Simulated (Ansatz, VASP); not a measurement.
**CuI (Marshite): VASP beside Ansatz**

INCAR

```
SYSTEM = CuI
PREC = Accurate
ENCUT = 520
EDIFF = 1E-7
ISMEAR = 0
SIGMA = 0.02
LREAL = .False.
LASPH = .True.
NELM = 100
ALGO = Fast
ISIF = 2
LWAVE = .False.
LCHARG = .False.
GGA = CA
```

The input KPOINTS:

```
regular mesh
0
Gamma
  8 8 8
  0 0 0
```

Contents of POSCAR:

```
CuI
4.2872
    0.000000000000      0.707104870312      0.707104870312
    0.707104870312      0.000000000000      0.707104870312
    0.707104870312      0.707104870312      0.000000000000
I Cu
1 1
Direct
    0.0000000000      0.0000000000      0.0000000000
    0.7500000000      0.7500000000      0.7500000000
```

input.yaml

```yaml
crystal:
  lattice:
    - [0.0, 3.0315, 3.0315]
    - [3.0315, 0.0, 3.0315]
    - [3.0315, 3.0315, 0.0]
  atoms:
    - { symbol: I, position: [0.0, 0.0, 0.0] }
    - { symbol: Cu, position: [0.75, 0.75, 0.75] }
hamiltonian:
  xc: lda
  pseudopotentials: { kind: paw }
kpoints:
  mp_grid: { grid: [8, 8, 8] }
scf:
  occupations: { method: gaussian, width: 0.02 }
output:
  forces: true
  stress: true
  eigenvalues: true
```

Alike in both runs: task single point; functional LDA; k mesh 8 × 8 × 8; occupations gaussian, width 0.02 eV; no spin polarisation.

|  | VASP | Ansatz |
| --- | --- | --- |
| version | VASP 6.6.1 | Ansatz 0.2.0 |
| potentials or method | VASP PAW LDA potentials, release 64 (I, Cu) | Ansatz PAW |
| plane-wave cutoff (eV) | 520 | 420 |
| valence electrons in the cell | 18 | 36 |

```tsv
	VASP	Ansatz	Ansatz less VASP
gap on the k mesh at the Fermi level (eV)	1.00	0.94	-0.059
least direct gap on the mesh (eV)	1.00	0.94	-0.059
pressure (GPa)	-4.4	-4.4	-0.07
```

The two sets of potentials don't hold the same shells in valence.

Caveats: spin-orbit coupling is left out, which moves the levels of the heavy elements; the PAW data sets come from PBE, with cores solved anew for the run's functional, which leaves a small shift of forces and pressure (Ansatz). As with any semilocal functional, this LDA gap is likely too small.
